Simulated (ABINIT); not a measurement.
Pd:

```xyz
2
Lattice="2.7837 0.0000 0.0000 -1.3918 2.4107 0.0000 0.0000 0.0000 4.6289" Properties=species:S:1:pos:R:3 pbc="T T T"
Pd    0.0000    1.6071    1.1572
Pd    1.3918    0.8036    3.4717
```

This isn't the form of Pd at room conditions, which is fcc.

```yaml
Program: ABINIT 10.8.3 (patched build)
Task: relaxation of cell and atoms
Functional: PBE
Dispersion: D3(BJ)
Potentials_or_basis: JTH PAW PBE v2.0
Cutoff: 599 eV
k_mesh: 11 × 11 × 6
Occupations: fermi-dirac, width 0.05 eV
Spin: no spin polarisation
```

At the start: pressure -8.3 GPa; volume 15.53 Å³/atom.

**Question.** Where does the relaxation end?

**Answer.** Over 6 steps the energy falls by 21.0 meV/atom and the volume is 14.77 Å³/atom (-4.9 %); space group P6_3/mmc (No. 194, to 0.05 Å).

The path:
```
step  energy change (eV)  largest force (eV/Å)  pressure (GPa)  volume (Å³)
   1              0.0000                0.0000           -8.34        31.06
   2             -0.0315                0.0000           -4.41        30.28
   3             -0.0419                0.0000            0.48        29.46
   4             -0.0420                0.0000           -0.02        29.53
   5             -0.0421                0.0000           -0.01        29.53
   6             -0.0421                0.0000            0.00        29.53
```

Final structure:
```cif
data_structure
_symmetry_space_group_name_H-M 'P 1'
_symmetry_Int_Tables_number 1
_cell_length_a 2.7349
_cell_length_b 2.7349
_cell_length_c 4.5588
_cell_angle_alpha 90.000
_cell_angle_beta 90.000
_cell_angle_gamma 120.000
_cell_volume 29.53
loop_
_atom_site_label
_atom_site_type_symbol
_atom_site_fract_x
_atom_site_fract_y
_atom_site_fract_z
_atom_site_occupancy
Pd1 Pd 0.33333 0.66667 0.25000 1
Pd2 Pd 0.66667 0.33333 0.75000 1
```

Caveat: pairwise dispersion overbinds metals, which lowers pressure and volume.
